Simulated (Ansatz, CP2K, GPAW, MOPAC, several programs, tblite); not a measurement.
## What each method gives for AlGa3As4 (ordering on zincblende)

AlGa3As4 as one 8-atom ordering (P-43m) on the zincblende lattice, relaxed with r2SCAN in Ansatz, was computed with several methods. It is cubic, P-43m (No. 215); conventional cell a = 5.670 Å, 22.79 Å³ an atom. Around Al lie 4 As at 2.45 Å; around As lie 1 Al at 2.45 Å and 3 Ga at 2.46 Å; around Ga lie 4 As at 2.46 Å. Values at 0 K without nuclear motion; spin polarisation is off, and the phase may be a hypothetical one.

```cif
data_structure
_symmetry_space_group_name_H-M 'P-43m'
_symmetry_Int_Tables_number 215
_cell_length_a 5.6700
_cell_length_b 5.6700
_cell_length_c 5.6700
_cell_angle_alpha 90.000
_cell_angle_beta 90.000
_cell_angle_gamma 90.000
_cell_volume 182.29
loop_
_atom_site_label
_atom_site_type_symbol
_atom_site_symmetry_multiplicity
_atom_site_Wyckoff_symbol
_atom_site_fract_x
_atom_site_fract_y
_atom_site_fract_z
_atom_site_occupancy
Al1 Al 1 a 0.00000 0.00000 0.00000 1
As1 As 4 e 0.24974 0.24974 0.24974 1
Ga1 Ga 3 c 0.50000 0.50000 0.00000 1
```

Gaps and times are for a single point on this cell; volume and bulk modulus come from each method's own relaxation or energy curve at fixed shape, which is too stiff where a cell has free coordinates or axes. Times are rough, from shared hosts (Arm Neoverse V2), and each method has its own mesh and cell size. A double dagger marks a value from a curve with shape and coordinates held. PM6 (MOPAC), PM7 (MOPAC), GFN1-xTB (tblite), GFN2-xTB (tblite) treat a cluster of cells at its zone centre, which samples few k points: where these miss a band edge, the gap comes out too large for that reason alone. Gaps from k meshes are read at a limited set of points (mesh, symmetry points, PBE's band edges), so each method's own least gap may be somewhat smaller. xTB and the PM methods were fitted mostly to molecules, and can miss a solid's gap by electronvolts. Minimal bases can be far off for gaps. GLLB-SC's gap includes the derivative discontinuity. d marks a direct gap, i an indirect one (no mark: not told apart), a dash a value that wasn't computed or didn't pass its checks.

| method | kind | gap (eV) | own volume (Å³/atom) | bulk modulus (GPa) | atoms computed | processor time |
| --- | --- | --- | --- | --- | --- | --- |
| light PBE (260 eV, its own mesh) | light plane-wave | 0.75 d | – | – | 8 | 3 s |
| GFN1-xTB (tblite) | tight binding | 0.46 | – | – | 64 | 5.3 s |
| GFN2-xTB (tblite) | tight binding | 1.77 | – | – | 64 | 5.7 s |
| PM6 (MOPAC) | semi-empirical | 2.50 | – | – | 64 | 11 s |
| PBE/SZV (CP2K) | small basis | 1.10 d | – | – | 8 | 12 s |
| PBE | semilocal | 0.80 d | 23.64 | 63‡ | 8 | 13 s |
| PM7 (MOPAC) | semi-empirical | 5.14 | 22.88‡ | 115‡ | 64 | 22 s |
| GLLB-SC (GPAW) | model potential | 1.47 | – | – | 8 | 23 s |
| r2SCAN | semilocal | 1.30 d | 22.79 | 73‡ | 8 | 28 s |
| PBE/DZVP (CP2K) | small basis | 0.79 d | – | – | 8 | 38 s |

Against r2SCAN (1.30 eV) the nearest gap at the points sampled is that of GLLB-SC (GPAW) (+0.17 eV) and the farthest that of PM7 (MOPAC) (+3.84 eV). r2SCAN is only a yardstick of convenience: semilocal gaps usually lie below measured ones, which GLLB-SC and hybrids aim to mend.

Volumes against r2SCAN's: PBE +3.8 %.

The runs are scalar-relativistic, without spin-orbit coupling.
